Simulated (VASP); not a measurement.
# InAs (F-43m) in VASP: further runs

InAs is run at these levels: HSE06, PBEsol; tasks: single point.

Everything below comes from runs of VASP 6.6.1. Logs are shortened: lines on timing, memory, paths and dates and some standing lists are left out, and cuts for length are marked.

**The experiment to reproduce.**

From a printed reference work, data compilation, for a bulk crystal of InAs at 4.2 K: band gap 0.418 eV (direct).

How close the calculation comes is told below.

## Step 1: The cell of the first run

The structure is cubic, space group F-43m (No. 216). The conventional cell has a = 6.088 Å, b = 6.088 Å, c = 6.088 Å, α = 90.00°, β = 90.00°, γ = 90.00°. In (site symmetry -43m) has 4 As at 2.64 Å within 3.5 Å. Within 3.5 Å of As (site symmetry -43m) lie 4 In at 2.64 Å.

## Step 2: Single point, HSE06, non-collinear spin, zero start, spin-orbit coupling

Input file POSCAR:

```
InAs
1.0
    0.0000000000      3.0438898530      3.0438898530
    3.0438898530      0.0000000000      3.0438898530
    3.0438898530      3.0438898530      0.0000000000
In As
1 1
Direct
    0.0000000000      0.0000000000      0.0000000000
    0.2500000000      0.2500000000      0.2500000000
```

Input file INCAR.step1:

```
SYSTEM = InAs
PREC = Accurate
ENCUT = 520
EDIFF = 1E-5
ISMEAR = 0
SIGMA = 0.1
LREAL = .False.
LASPH = .True.
NELM = 150
ALGO = Normal
ISIF = 2
LWAVE = .True.
LNONCOLLINEAR = .True.
MAGMOM = 0 0 0 0 0 0
LORBIT = 11
LSORBIT = .True.
GGA_COMPAT = .False.
LORBMOM = .True.
NBANDS = 30
GGA = PE
```

Input file INCAR.step2:

```
SYSTEM = InAs
PREC = Accurate
ENCUT = 520
EDIFF = 1E-7
ISMEAR = 0
SIGMA = 0.1
LREAL = .False.
LASPH = .True.
NELM = 150
ALGO = Normal
ISIF = 2
LWAVE = .False.
LCHARG = .True.
LNONCOLLINEAR = .True.
MAGMOM = 0 0 0 0 0 0
LORBIT = 11
LSORBIT = .True.
GGA_COMPAT = .False.
LORBMOM = .True.
GGA = PE
LHFCALC = .True.
HFSCREEN = 0.2079
PRECFOCK = Normal
LVHAR = .True.
NBANDS = 30
ISTART = 1
```

Input file KPOINTS:

```
Automatic mesh
0
Gamma
  4 4 4
  0 0 0
```

Potentials or basis: VASP PAW PBE potentials, release 64 (In_d, As).

Command:

```sh
cat potpaw_PBE.64/In_d/POTCAR potpaw_PBE.64/As/POTCAR > POTCAR
cp INCAR.step1 INCAR
mpirun -np 1 vasp_ncl > vasp.out
cp INCAR.step2 INCAR
mpirun -np 1 vasp_ncl > vasp.out
```

OUTCAR:

```text
SYSTEM = InAs
   PREC = Accurate
   ENCUT = 520
   EDIFF = 1E-7
   ISMEAR = 0
   LREAL = .False.
   LASPH = .True.
   NELM = 150
   ISIF = 2
   LNONCOLLINEAR = .True.
   LORBIT = 11
   LSORBIT = .True.
   GGA = PE
   LHFCALC = .True.
   HFSCREEN = 0.2079
   PRECFOCK = Normal
   ISTART = 1

 ion  position               nearest neighbor table
   1  0.000  0.000  0.000-   2 2.64   2 2.64   2 2.64   2 2.64
   2  0.250  0.250  0.250-   1 2.64   1 2.64   1 2.64   1 2.64

  LATTYP: Found a face centered cubic cell.
 ALAT       =     6.0877797060

  Lattice vectors:

 A1 = (   0.0000000000,   3.0438898530,   3.0438898530)
 A2 = (   3.0438898530,   0.0000000000,   3.0438898530)
 A3 = (   3.0438898530,   3.0438898530,   0.0000000000)

Analysis of symmetry for initial positions (statically):
=====================================================================
 Subroutine PRICEL returns:
 Original cell was already a primitive cell.

 Routine SETGRP: Setting up the symmetry group for a
 face centered cubic supercell.

 Subroutine GETGRP returns: Found 24 space group operations
 (whereof 24 operations were pure point group operations)
 out of a pool of 48 trial point group operations.

The static configuration has the point symmetry T_d .

Analysis of symmetry for dynamics (positions and initial velocities):
=====================================================================
 Subroutine PRICEL returns:
 Original cell was already a primitive cell.

 Routine SETGRP: Setting up the symmetry group for a
 face centered cubic supercell.

 Subroutine GETGRP returns: Found 24 space group operations
 (whereof 24 operations were pure point group operations)
 out of a pool of 48 trial point group operations.

The dynamic configuration has the point symmetry T_d .

Analysis of structural, dynamic, and magnetic symmetry:
=====================================================================
 Subroutine PRICEL returns:
 Original cell was already a primitive cell.

 Routine SETGRP: Setting up the symmetry group for a
 face centered cubic supercell.

 Subroutine GETGRP returns: Found 24 space group operations
 (whereof 24 operations were pure point group operations)
 out of a pool of 48 trial point group operations.

The overall configuration has the point symmetry T_d .

 Subroutine INISYM returns: Found 24 space group operations
 (whereof 24 operations are pure point group operations),
 and found     1 'primitive' translations

----------------------------------------------------------------------------------------

                                     Primitive cell

  volume of cell :      56.4049

  direct lattice vectors                    reciprocal lattice vectors
     0.000000000  3.043889853  3.043889853    -0.164263500  0.164263500  0.164263500
     3.043889853  0.000000000  3.043889853     0.164263500 -0.164263500  0.164263500
     3.043889853  3.043889853  0.000000000     0.164263500  0.164263500 -0.164263500

  length of vectors
     4.304710312  4.304710312  4.304710312     0.284512727  0.284512727  0.284512727

  position of ions in fractional coordinates (direct lattice)
     0.000000000  0.000000000  0.000000000
     0.250000000  0.250000000  0.250000000

  ion indices of the primitive-cell ions
   primitive index   ion index
                 1           1
                 2           2

----------------------------------------------------------------------------------------

 KPOINTS: Automatic mesh

Automatic generation of k-mesh.
 Grid dimensions read from file:
 generate k-points for:    4    4    4

 Generating k-lattice:

  Cartesian coordinates                     Fractional coordinates (reciprocal lattice)
    -0.041065875  0.041065875  0.041065875     0.250000000  0.000000000  0.000000000
     0.041065875 -0.041065875  0.041065875     0.000000000  0.250000000  0.000000000
     0.041065875  0.041065875 -0.041065875     0.000000000  0.000000000  0.250000000

  Length of vectors
     0.071128182  0.071128182  0.071128182

  Shift w.r.t. Gamma in fractional coordinates (k-lattice)
     0.000000000  0.000000000  0.000000000

 Subroutine IBZKPT returns following result:
 ===========================================

 Found     10 irreducible k-points:

 Following reciprocal coordinates:
            Coordinates               Weight
  0.000000  0.000000  0.000000      1.000000
[... 46 lines left out ...]
     AMIX     =   0.40;   BMIX     =  1.00
     AMIX_MAG =   1.60;   BMIX_MAG =  1.00
  volume/ion in A,a.u.               =      28.20       190.32
  Fermi-wavevector in a.u.,A,eV,Ry     =   1.118734  2.114100 17.028578  1.251565
  Thomas-Fermi vector in A             =   2.255367
   LORBIT       =     11    0 simple, 1 ext, 2 COOP (PROOUT), +10 PAW based schemes
   GGA     = PE    functional components
   LHFCALC =     T    Hartree Fock is set to
   PRECFOCK=normal    Normal, Fast or Accurate (Low or Medium for compatibility)
   ENCUT4O =  -1.0   cutoff for four orbital integrals eV
   NKREDX  =     1    reduce k-point grid by
   NKREDY  =     1    reduce k-point grid by
   NKREDZ  =     1    reduce k-point grid by
   AEXX    =    0.2500 exact exchange contribution
   HFSCREEN=    0.2079 screening length (either q_TF or 0.3 A-1)
   HFSCREENC=   0.2079 screening length for correlation (either q_TF or 0.3 A-1)
   ENCUTFOCK=  -1.0 apply spherical cutoff to Coloumb kernel
   IVDW    =     0    specifies the selected vdW correction
   LEPSILON=     F    determine dielectric tensor
   LRPA    =     F    only Hartree local field effects (RPA)
 Gauss-broadening in eV      SIGMA  =   0.10
  energy-cutoff  :      520.00
  volume of cell :       56.40
 maximum number of plane-waves:      3080
  NGX = 28; NGY = 28; NGZ = 28

 number of electron      17.9999992 magnetization       0.0000000      0.0000000      0.0000001

 number of electron      17.9999992 magnetization      -0.0000000      0.0000000     -0.0000000

 number of electron      17.9999992 magnetization       0.0000000     -0.0000000      0.0000000

 number of electron      17.9999992 magnetization      -0.0000000     -0.0000000     -0.0000000

 Free energy of the ion-electron system (eV)
  ---------------------------------------------------
  ext. energy  EPLUGINS =         0.00000000
  ---------------------------------------------------
  free energy    TOTEN  =        -9.15521080 eV

  energy without entropy =       -9.15507008  energy(sigma->0) =       -9.15514044

 E-fermi :   4.2156     XC(G=0):  -7.4952

 val. band max:        4.0372332827   @ k =   0.0000   0.0000   0.0000
 cond. band min:       4.3759023902   @ k =   0.0000   0.0000   0.0000
 fundamental gap:      0.3386691075
 Fermi energy:         4.2155518726

 k-point     1 :       0.0000    0.0000    0.0000
  band No.  band energies     occupation
      1     -12.6863      1.00000
      2     -12.6863      1.00000
      3     -12.6863      1.00000
      4     -12.6863      1.00000
      5     -11.8534      1.00000
      6     -11.8534      1.00000
[... 319 lines left out ...]
     29      16.4911      0.00000
     30      16.6011      0.00000

------------------------ aborting loop because EDIFF is reached ----------------------------------------

  FORCE on cell =-STRESS in cart. coord.  units (eV):
  Direction    XX          YY          ZZ          XY          YZ          ZX
  --------------------------------------------------------------------------------------
  -------------------------------------------------------------------------------------
  Total        0.1940143      0.1940143      0.1940143     -0.0000000      0.0000000     -0.0000000
  in kB        5.5109633      5.5109633      5.5109633     -0.0000000      0.0000000     -0.0000000
  external PRESSURE =       5.5109633 kB  Pullay stress =       0.0000000 kB

 VOLUME and BASIS-vectors are now :
 -----------------------------------------------------------------------------
  energy-cutoff  :      520.00
  volume of cell :       56.40
      direct lattice vectors                 reciprocal lattice vectors
     0.000000000  3.043889853  3.043889853    -0.164263500  0.164263500  0.164263500
     3.043889853  0.000000000  3.043889853     0.164263500 -0.164263500  0.164263500
     3.043889853  3.043889853  0.000000000     0.164263500  0.164263500 -0.164263500

 POSITION                                       TOTAL-FORCE (eV/Angst)
 -----------------------------------------------------------------------------------
      0.00000      0.00000      0.00000         0.000000      0.000000      0.000000
      1.52194      1.52194      1.52194        -0.000000     -0.000000     -0.000000
 -----------------------------------------------------------------------------------
    total drift:                                0.000006     -0.000002      0.000003

  FREE ENERGIE OF THE ION-ELECTRON SYSTEM (eV)
  ---------------------------------------------------
  free  energy   TOTEN  =        -9.1552107970 eV

  energy  without entropy=       -9.1550700819  energy(sigma->0) =       -9.15514044

 orbital moment (x)

 # of ion     p       d       tot
 ----------------------------------------
  1         0.000   0.000   0.000
  2         0.000  -0.000   0.000
 ----------------------------------------
            0.000   0.000   0.000

 orbital moment (y)

 # of ion     p       d       tot
 ----------------------------------------
  1         0.000   0.000   0.000
  2        -0.000  -0.000  -0.000
 ----------------------------------------
            0.000   0.000   0.000

 orbital moment (z)

 # of ion     p       d       tot
 ----------------------------------------
  1         0.000   0.000   0.000
  2        -0.000  -0.000  -0.000
 ----------------------------------------
            0.000   0.000   0.000

 Spin-Orbit-Coupling matrix elements

 Ion:    1  E_soc:     -0.0677354
 l=   1
     0.0000000    -0.0051238    -0.0051237
    -0.0051238     0.0000000    -0.0051238
    -0.0051237    -0.0051238     0.0000000
 l=   2
     0.0000000    -0.0012625     0.0000000    -0.0012625    -0.0049030
    -0.0012625     0.0000000    -0.0036772    -0.0012625    -0.0012257
     0.0000000    -0.0036772     0.0000000    -0.0036772     0.0000000
    -0.0012625    -0.0012625    -0.0036772     0.0000000    -0.0012257
    -0.0049030    -0.0012257     0.0000000    -0.0012257     0.0000000
 l=   3
     0.0000000     0.0000000     0.0000000     0.0000000     0.0000000     0.0000000     0.0000000
     0.0000000     0.0000000     0.0000000     0.0000000     0.0000000     0.0000000     0.0000000
     0.0000000     0.0000000     0.0000000     0.0000000     0.0000000     0.0000000     0.0000000
     0.0000000     0.0000000     0.0000000     0.0000000     0.0000000     0.0000000     0.0000000
     0.0000000     0.0000000     0.0000000     0.0000000     0.0000000     0.0000000     0.0000000
     0.0000000     0.0000000     0.0000000     0.0000000     0.0000000     0.0000000     0.0000000
     0.0000000     0.0000000     0.0000000     0.0000000     0.0000000     0.0000000     0.0000000

 Ion:    2  E_soc:     -0.0239445
 l=   1
     0.0000000    -0.0039886    -0.0039886
    -0.0039886     0.0000000    -0.0039886
    -0.0039886    -0.0039886     0.0000000
 l=   2
     0.0000000    -0.0000019     0.0000000    -0.0000019    -0.0000003
    -0.0000019     0.0000000    -0.0000002    -0.0000019    -0.0000001
     0.0000000    -0.0000002     0.0000000    -0.0000002     0.0000000
    -0.0000019    -0.0000019    -0.0000002     0.0000000    -0.0000001
    -0.0000003    -0.0000001     0.0000000    -0.0000001     0.0000000
 l=   3
     0.0000000     0.0000000     0.0000000     0.0000000     0.0000000     0.0000000     0.0000000
     0.0000000     0.0000000     0.0000000     0.0000000     0.0000000     0.0000000     0.0000000
     0.0000000     0.0000000     0.0000000     0.0000000     0.0000000     0.0000000     0.0000000
     0.0000000     0.0000000     0.0000000     0.0000000     0.0000000     0.0000000     0.0000000
     0.0000000     0.0000000     0.0000000     0.0000000     0.0000000     0.0000000     0.0000000
     0.0000000     0.0000000     0.0000000     0.0000000     0.0000000     0.0000000     0.0000000
     0.0000000     0.0000000     0.0000000     0.0000000     0.0000000     0.0000000     0.0000000

 total charge

# of ion       s       p       d       tot
------------------------------------------
    1        0.843   0.737   9.904  11.484
    2        1.217   1.625   0.021   2.863
--------------------------------------------------
tot          2.060   2.362   9.925  14.346

 magnetization (x)

# of ion       s       p       d       tot
------------------------------------------
    1        0.000  -0.000  -0.000  -0.000
    2        0.000   0.000  -0.000   0.000
--------------------------------------------------
tot          0.000  -0.000  -0.000  -0.000

 magnetization (y)

# of ion       s       p       d       tot
------------------------------------------
    1        0.000   0.000  -0.000   0.000
    2        0.000   0.000   0.000   0.000
--------------------------------------------------
tot          0.000   0.000  -0.000   0.000

 magnetization (z)

# of ion       s       p       d       tot
------------------------------------------
    1       -0.000  -0.000  -0.000  -0.000
    2        0.000   0.000   0.000   0.000
--------------------------------------------------
tot         -0.000  -0.000  -0.000  -0.000
```

Wall time 68 min (1 thread of AMD EPYC 9R45 (Zen 5), shared host); peak memory 0.42 GiB.

Results:

```
Free energy                                           : -9.1552 eV
Pressure                                              : 0.6 GPa
Net moment                                            : 0.00 μB per cell
Valence electrons inside the program's atomic spheres : In 11.48; As 2.86
```

Moments on the atoms (μB; x, y, z):
```
In  0.00 0.00 0.00
As  0.00 0.00 0.00
```

Caveat: the k points lie up to 0.45 Å⁻¹ apart; the PAW data sets were made with another functional, which shifts forces and pressure a little.

## Step 3: Single point, PBEsol

This run uses another cell than the first one, of the same volume but with other edges.

Input file INCAR:

```
PREC = Accurate ; ENCUT = 520
EDIFF = 1E-7 ; ISMEAR = 0
SIGMA = 0.1 ; LREAL = False
LASPH = True ; NELM = 80
ALGO = Normal ; ISIF = 2
LWAVE = False ; LCHARG = False
GGA = PS ; ISYM = 0
NBANDS = 16
```

Input file KPOINTS:

```
Automatic mesh
0
Gamma
  8 6 16
```

Input file POSCAR:

```
InAs
1.0
    4.3047103135      0.0000000000      0.0000000000
    0.0000000000      6.0877797074      0.0000000000
    2.1523551567     -3.0438898537      2.1523551567
In As
1 1
Direct
    0.0000000000      0.0000000000      0.0000000000
    0.5000000000      0.2500000000      0.0000000000
```

Potentials or basis: VASP PAW PBE potentials, release 64 (In_d, As).

Command:

```sh
cat potpaw_PBE.64/In_d/POTCAR potpaw_PBE.64/As/POTCAR > POTCAR
mpirun -np 1 vasp_std > vasp.out
```

It took 3.6 min on 1 thread of Intel Xeon Platinum 8488C (Sapphire Rapids), shared host; peak memory 0.5 GiB.

Results (log left out):

```
Free energy            : -8.4902 eV
Pressure               : 0.1 GPa
Band gap on the k mesh : zero (filled and empty bands touch)
```

Levels at points of the mesh, in eV from the Fermi level:
```
           k point  band 6  band 7  band 8  band 9  band 10  band 11  band 12  band 13
(0.00, 0.00, 0.00)  -11.81   -0.43   -0.05   -0.05    -0.05     3.80     3.80     3.80
(0.50, 0.00, 0.00)   -9.86   -5.85   -2.33   -2.33     1.42     1.93     8.90     9.03
(0.00, 0.50, 0.00)  -10.39   -5.76   -1.02   -1.02     0.78     4.56     4.56     6.64
(0.50, 0.50, 0.00)  -10.39   -5.76   -1.02   -1.02     0.78     4.56     4.56     6.64
(0.00, 0.00, 0.50)   -9.86   -5.85   -2.33   -2.33     1.42     1.93     8.90     9.03
(0.50, 0.00, 0.50)   -9.86   -5.85   -2.33   -2.33     1.42     1.93     8.90     9.03
(0.00, 0.50, 0.50)  -10.39   -5.76   -1.02   -1.02     0.78     4.56     4.56     6.64
(0.50, 0.50, 0.50)  -10.39   -5.76   -1.02   -1.02     0.78     4.56     4.56     6.64
```

Caveat: semilocal functionals underestimate gaps, so a narrow gap can read as zero; the PAW data sets were made with another functional, which shifts forces and pressure a little; spin-orbit coupling is left out, which moves the levels of the heavy elements.

## Step 4: Comparison with measurements

Step 3. Against the measured gap of InAs, 0.418 eV (direct; 4.2 K; a printed reference work, data compilation), the calculated 0.00 eV is off by -0.42 eV. Spin-orbit coupling on As, In is left out. The value is that of PBEsol on a finite k mesh, which can miss the band edges, without temperature or zero-point motion. Semilocal functionals fall short of measured gaps as a rule.
